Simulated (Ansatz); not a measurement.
Si, space group Im-3m, a phonon calculation by linear response

Computed with Ansatz's Python interface.

`POSCAR`
```text
Si
1.0
  -3.33608319    3.33608319    3.33608319
   3.33608319   -3.33608319    3.33608319
   3.33608319    3.33608319   -3.33608319
Si
6
Direct
   0.75000000    0.25000000    0.50000000
   0.75000000    0.50000000    0.25000000
   0.50000000    0.25000000    0.75000000
   0.25000000    0.50000000    0.75000000
   0.25000000    0.75000000    0.50000000
   0.50000000    0.75000000    0.25000000
```

Notebook, run cell by cell (the value of a cell's last expression is shown):

In [1]:
```python
from pathlib import Path

import ansatz
from ase.io import read
import numpy as np
```

In [2]:
```python
FUNCTIONAL = "pbe"
SMEARING = "Fermi-Dirac"
KGRID = (8, 8, 8)
```

In [3]:
```python
atoms = read("POSCAR", format="vasp")
structure = ansatz.Crystal.from_ase(atoms)
```

In [4]:
```python
[site.symbol for site in structure.resolved().sites]
```
Out [4]:
```text
['Si', 'Si', 'Si', 'Si', 'Si', 'Si']
```

In [5]:
```python
job = (
    structure.calculation()
    .functional(FUNCTIONAL)
    .occupations(SMEARING, width=100 * ansatz.meV)
    .kpoints(*KGRID)
    .phonons("dfpt", points=[(0, 0, 0), (0.5, 0, 0.5), (0.5, 0, 0)])
)
done = job.run(threads=1, backend="cpu", runs_dir="runs")
ph = done.phonons
```
```text
DeckWarning: basis.ecutwfc = 420 eV, auto-derived from the records' recommended cutoffs: set by Si (normal level)
RunWarning: eigensolver did not converge (k=26): 1 band(s) unlocked after 2 eigensolves, warm-restarted (20 sweeps on the last) at ethr=1.00e-12 eV (lowest unlocked band 17, counted from 0; max residual 5.37e-5 eV among the unlocked bands, 5.37e-5 eV over every band); it also stands for any lines of this kind, at other spin channels or k-points, that are folded behind it: those get no warning and [...]
```

In [6]:
```python
for q in ph.qpoints:
    print("q =", np.round(q.q_frac, 3), "1/cm:", " ".join(f"{w:.1f}" for w in q.omega_inv_cm))
```
```text
q = [0. 0. 0.] 1/cm: -0.0 -0.0 0.0 54.0 54.0 54.0 190.7 370.4 370.4 370.4 427.8 427.8 427.8 467.7 467.7 467.7 485.3 485.3
q = [0.5 0.  0.5] 1/cm: 90.2 91.1 100.7 136.5 185.4 189.0 248.2 263.8 317.8 349.9 405.7 417.6 422.9 427.8 462.9 472.1 509.0 517.1
q = [0.5 0.  0. ] 1/cm: 90.2 91.1 100.7 136.5 185.4 189.0 248.2 263.8 317.8 349.9 405.7 417.6 422.9 427.8 462.9 472.1 509.0 517.1
```

Caveats:
- The cell isn't relaxed first, so the values belong to this volume.
- This isn't the structure that Si takes at ambient conditions.
- Warnings are shown shortened and without file and line.
- The structure is taken as given; imaginary modes can come from an unrelaxed or unstable start. Phonons of metals also depend on mesh and smearing.
- Hardware and time: 8 min on 1 thread of Intel(R) Xeon(R) Processor @ 2.30GHz, with other jobs on the host, peak memory 1.6 GiB.
